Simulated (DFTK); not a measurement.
Runs of DFTK 0.8.2 on HfC. Symmetry: Fm-3m, No. 225, cubic system. The conventional cell has a = 4.650 Å, b = 4.650 Å, c = 4.650 Å, α = 90.00°, β = 90.00°, γ = 90.00°. Hf (site symmetry m-3m) has 6 C at 2.33 Å as nearest neighbours. C (site symmetry m-3m) is surrounded by 6 Hf at 2.33 Å. 

| task | level | potentials or basis | U | k mesh | cutoff (eV) | start of the occupations | valence electrons | symmetries used | mesh quality | gap on the mesh (eV) | pressure (GPa) |
| --- | --- | --- | --- | --- | --- | --- | --- | --- | --- | --- | --- |
| single point | LDA+U | dojo.nc.sr.lda.v0_4_1.standard.upf (LDA) | Hf d U = 1.5 eV | 5 × 5 × 5 | 1116 | half filled (the program's default) | C 4, Hf 12 | no | coarse | none | -10.7 |
| single point | LDA+U | dojo.nc.sr.lda.v0_4_1.standard.upf (LDA) | Hf d U = 6 eV | 5 × 5 × 5 | 1116 | half filled (the program's default) | C 4, Hf 12 | no | coarse | none | -2.7 |
| band structure | LDA | cp2k.nc.sr.lda.v0_1.semicore.gth (LDA, GTH) | - | 10 × 10 × 10 | 1551 | - | C 4, Hf 12 | - | not flagged | none | -12.5 |
| single point | LDA+U | dojo.nc.sr.lda.v0_4_1.standard.upf (LDA) | Hf d U = 0 eV | 5 × 5 × 5 | 1116 | half filled (the program's default) | C 4, Hf 12 | no | coarse | none | (b) |
| band structure | r2SCAN | SG15 1.2 (PBE) | - | 8 × 8 × 8 | 1225 | - | C 4, Hf 26 | - | not flagged | none | -10.1 |
| single point | PBEsol | dojo.nc.sr.pbesol.v0_4_1.standard.upf (PBEsol) | - | 10 × 10 × 10 | 1116 | - | C 4, Hf 12 | - | not flagged | none | (a) |
| single point | LDA+U | dojo.nc.sr.lda.v0_4_1.standard.upf (LDA) | Hf d U = 8 eV | 5 × 5 × 5 | 1116 | half filled (the program's default) | C 4, Hf 12 | no | coarse | none | 1.8 |
| band structure | PBEsol | SG15 1.2 (PBE) | - | 8 × 8 × 8 | 1225 | - | C 4, Hf 26 | - | not flagged | none | -6.3 |
| band structure | TASK | SG15 1.2 (PBE) | - | 6 × 6 × 6 | 1225 | - | C 4, Hf 26 | - | coarse | none | -0.4 |
| single point | LDA+U | dojo.nc.sr.lda.v0_4_1.standard.upf (LDA) | Hf d U = 3 eV | 5 × 5 × 5 | 1116 | half filled (the program's default) | C 4, Hf 12 | no | coarse | none | (c) |

Alike in all rows: no spin polarisation; cell as given; smearing fermi-dirac 0.05 eV.

Problem. Estimate the missing entries.

Solution. (a) -6.2; (b) -13.2; (c) -8.3.

Caveats: some runs use coarse meshes; the Hubbard orbitals reach further out than in other programs, which can move energies by up to some tens of meV an atom (some runs); U without spin polarisation on a metal has little footing (some runs); the U is typed as a test and isn't derived for this compound (some runs); spin-orbit coupling is left out, which moves the levels of the heavy elements (some runs); the potentials were made for another functional, which shifts forces and pressure (some runs); GTH potentials come without recommended cutoffs, and this one wasn't checked for convergence (some runs).

A k mesh can miss the band edges, and the runs leave out spin-orbit coupling on Hf.

A gap of «none» marks a metal or a gap under the smearing width.

Runs at the PBE level aren't shown here.
